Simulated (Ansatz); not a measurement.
# Si: the cost of one run

Computed with Ansatz 0.2.0 (DFT PBE, scalar-relativistic, plane waves, PAW, unless a step's input says otherwise).

3 further runs of the same task are left out: 1 that didn't finish, 2 set aside as unsound or not needed.

**1. The starting structure**

It takes space group I4/mmm (No. 139, tetragonal). Conventional cell: a = 6.692 Å, b = 6.692 Å, c = 3.861 Å, α = 90.00°, β = 90.00°, γ = 90.00°. Si (site symmetry m2m) is surrounded by 4 Si at 2.36 to 2.39 Å.

Coordinates:

```cif
data_structure
_symmetry_space_group_name_H-M 'I4/mmm'
_symmetry_Int_Tables_number 139
_cell_length_a 6.6915
_cell_length_b 6.6915
_cell_length_c 3.8610
_cell_angle_alpha 90.000
_cell_angle_beta 90.000
_cell_angle_gamma 90.000
_cell_volume 172.88
loop_
_atom_site_label
_atom_site_type_symbol
_atom_site_symmetry_multiplicity
_atom_site_Wyckoff_symbol
_atom_site_fract_x
_atom_site_fract_y
_atom_site_fract_z
_atom_site_occupancy
Si1 Si 8 h 0.67861 0.67861 0.50000 1
```

It goes back to an entry of the Materials Project, which need not be the stable form.

This cell was relaxed beforehand with the same method: volume 21.61 Å³/atom, gap on the mesh 0.41 eV.

**2. The reference cell**

Reference values: F = -2542.8374 eV; pressure 0.00 GPa; largest force 0.000 eV/Å; gap on the mesh 0.41 eV. It was computed beforehand with the settings of the runs below.

**3. Next: energy and stress against strain**

The cell is strained by ε times the Voigt pattern (1, -1, 0, 0, 0, 0) (xx, yy, zz, yz, xz, xy; engineering shear), with fractional coordinates fixed (clamped ions). The stress on the pattern is the sum of the stress components weighted by it, tension positive.

**4. At ε = -0.0200**

input.yaml

```yaml
crystal:
  lattice:
    - [-3.2788488906, 3.4126794576, 1.9305129928]
    - [3.2788488906, -3.4126794576, 1.9305129928]
    - [3.2788488906, 3.4126794576, -1.9305129928]
  atoms:
    - { symbol: Si, position: [0.1786098831, 0.1786098831, 0.3572197663] }
    - { symbol: Si, position: [0.8213901169, 0.8213901169, 0.6427802337] }
    - { symbol: Si, position: [0.1786098831, 0.8213901169, 0.0] }
    - { symbol: Si, position: [0.8213901169, 0.1786098831, 0.0] }
basis:
  ecutwfc: 420
kpoints:
  mp_grid: { grid: [10, 10, 10] }
hamiltonian:
  xc: pbe
scf:
  occupations: { method: gaussian, width: 0.05 }
output:
  forces: true
  stress: true
  eigenvalues: true
```

On the command line:

```sh
$ ansatz run input.yaml --threads 1 --pin off --max-ram 2560MiB --backend cpu --events-out ev --progress --plain --runs-dir out
```

**Question.** How long does this run take on 1 thread of Intel Xeon Platinum 8375C at 2.90GHz (Ice Lake), shared host, and how much memory does it need?

About 9.8 s, with a peak of 0.5 GiB.
